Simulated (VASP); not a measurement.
# SnSe2 under changes of volume

One of the cells (24.590 Å³/atom); the others are scaled copies at fixed shape and fractional positions:

```
Sn Se
1.0
     3.80597    0.00000    0.00000
    -1.90299    3.29607    0.00000
     0.00000    0.00000    5.88063
Sn Se
1 2
Direct
  0.00000 0.00000 0.00000
  0.66667 0.33333 0.73183
  0.33333 0.66667 0.26817
```

* Program: VASP 6.6.1
* Functional: LDA
* Potentials or basis: VASP PAW LDA potentials, release 64 (Sn_d, Se)
* Cutoff: 520 eV
* k mesh: 8 × 8 × 4
* Occupations: gaussian, width 0.02 eV
* Spin: no spin polarisation

| volume (Å³/atom) | energy over the lowest point (meV/atom) | pressure (GPa) | gap on the mesh (eV) | largest force (eV/Å) |
| --- | --- | --- | --- | --- |
| 23.607 | 9.99 | 3.3 | 0.43 | 0.354 |
| 24.099 | 2.43 | 1.6 | 0.42 | 0.174 |
| 24.590 | 0.00 | 0.0 | 0.40 | 0.008 |
| 25.082 | 2.15 | -1.4 | 0.39 | 0.144 |
| 25.574 | ? | ? | ? | ? |

Problem. What does the run at 25.574 Å³/atom give?

Solution. Energy over the lowest point 8.38 meV/atom; pressure -2.7 GPa; gap on the mesh 0.37 eV; largest force 0.284 eV/Å.

Worked out: A Birch-Murnaghan fit of order 2 (a polynomial in V^(-2/3)) to the other rows has its minimum at 24.60 Å³/atom with B0 = V·E''(V) = 75 GPa at fixed shape and positions, which overstates the stiffness. It gives 8.49 meV/atom at 25.574 Å³/atom, against the run's 8.38, and -dE/dV = -2.7 GPa, against -2.7. A straight line through the other rows of the gap, of slope -0.693 eV per unit of ln V, extrapolates to 0.38 eV, against the run's 0.37.

Energies are extrapolated to zero smearing.

Caveats: spin-orbit coupling is left out, which moves the levels of the heavy elements.

A mesh can miss the band edges.
